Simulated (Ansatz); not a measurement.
# Could CdS exist in this structure?

Plane-wave DFT in Ansatz with scalar-relativistic PAW potentials. The crystal relaxes under PBE to P6_3mc with a = 4.197 Å, c = 6.829 Å, 26.04 Å³/atom. No spin polarisation.

```cif
data_structure
_symmetry_space_group_name_H-M 'P6_3mc'
_symmetry_Int_Tables_number 186
_cell_length_a 4.1966
_cell_length_b 4.1966
_cell_length_c 6.8288
_cell_angle_alpha 90.000
_cell_angle_beta 90.000
_cell_angle_gamma 120.000
_cell_volume 104.15
loop_
_atom_site_label
_atom_site_type_symbol
_atom_site_symmetry_multiplicity
_atom_site_Wyckoff_symbol
_atom_site_fract_x
_atom_site_fract_y
_atom_site_fract_z
_atom_site_occupancy
Cd1 Cd 2 b 0.33333 0.66667 0.99921 1
S1 S 2 b 0.33333 0.66667 0.37579 1
```

Task: Test it against the elements, against displacements at the zone centre and against strain.

Result:
- Energy over the elements: -0.660 eV/atom (PBE, standard states in the same functional, gases uncorrected)
- Optical modes at Γ: all 9 real, 42 to 295 cm⁻¹ (PBEsol, without the LO-TO term)
- Least eigenvalue of the elastic tensor: 15 GPa (PBE)

It passes all three tests. So it is a local minimum against everything tried and bound against the elements. Modes at other wave vectors, other structures and decomposition into other compounds weren't tested here. The modes and the tensor belong to cells relaxed at their own level (26.04 Å³/atom for the tensor), not to the cell shown.